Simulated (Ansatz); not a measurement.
## Re: from a trial structure to a relaxed crystal

Method: Ansatz, DFT PBE, scalar-relativistic, plane waves, PAW. Cutoff 420 eV, Γ-centred k mesh, Gaussian smearing, no spin polarisation in the final step.

Re was placed on the sites of a reported Hg cell (P6/mmm, No. 191), at a guessed volume.

```
Re
1.0
     3.86509    0.00000    0.00000
    -1.93254    3.34726    0.00000
     0.00000    0.00000    3.29469
Re
3
Direct
  0.33333 0.66667 0.50000
  0.00000 0.00000 0.00000
  0.66667 0.33333 0.50000
```

Cell and atoms relax at zero pressure; the relaxation can't lower the symmetry of the start. After a coarse first stage the cell is made exact in the group found at 0.06 Å.

Energies count from the standard state of Re at the same level.

What does it relax into?

It keeps P6/mmm (No. 191), but not the shape of the type it started on. The result has the omega structure. Conventional cell: a = 4.379 Å, c = 2.745 Å. Re on Wyckoff site d (2 atoms of the primitive cell) is coordinated by 3 Re at 2.53 Å and 8 Re at 2.74–2.88 Å; around Re on Wyckoff site a (1 atom of the primitive cell) lie 14 Re at 2.74–2.88 Å.

```cif
data_structure
_symmetry_space_group_name_H-M 'P6/mmm'
_symmetry_Int_Tables_number 191
_cell_length_a 4.3795
_cell_length_b 4.3795
_cell_length_c 2.7445
_cell_angle_alpha 90.000
_cell_angle_beta 90.000
_cell_angle_gamma 120.000
_cell_volume 45.59
loop_
_atom_site_label
_atom_site_type_symbol
_atom_site_symmetry_multiplicity
_atom_site_Wyckoff_symbol
_atom_site_fract_x
_atom_site_fract_y
_atom_site_fract_z
_atom_site_occupancy
Re1 Re 2 d 0.33333 0.66667 0.50000 1
Re2 Re 1 a 0.00000 0.00000 0.00000 1
```

What are its volume, energy, density and gap?

The volume per atom is 15.20 Å³. The density is 20.35 g/cm³. The energy over the standard structure is 0.18 eV/atom and the gap on the 12×12×16 mesh is 0 eV (a metal).

The final run used a 12×12×16 mesh on its 3-atom cell and 0.10 eV smearing. For metals, differences of a few meV/atom aren't resolved. Spin–orbit coupling is left out. A structure relaxed within its symmetry needn't be a true minimum.